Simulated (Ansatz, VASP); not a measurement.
# Ca: VASP beside Ansatz

```
CELL_PARAMETERS angstrom
3.48866 0.00000 0.00000
0.00000 3.48866 0.00000
0.00000 0.00000 3.48866
ATOMIC_POSITIONS crystal
Ca 0.00000 0.00000 0.00000
```

This isn't the form of Ca at room conditions, which is fcc.

Alike in both runs: task single point; functional RPBE; k mesh 8 × 8 × 8; occupations gaussian, width 0.05 eV; no spin polarisation.

```csv
,VASP,Ansatz
version,VASP 6.6.1,Ansatz 0.2.0
potentials or method,"VASP PAW PBE potentials, release 64 (Ca_sv), cutoff 520 eV","all-electron LAPW, scalar-relativistic"
```

|  | VASP | Ansatz | Ansatz less VASP |
| --- | --- | --- | --- |
| gap on the k mesh at the Fermi level (eV) | none | none | - |
| pressure (GPa) | 1.1 | 1.1 | -0.01 |

A gap of «none» marks a metal or a gap that the smearing closes. Ansatz ran all-electron here, so the differences hold the error of VASP's frozen core and of both bases.

Caveats: the PAW data sets were made with another functional, which shifts forces and pressure a little (VASP).
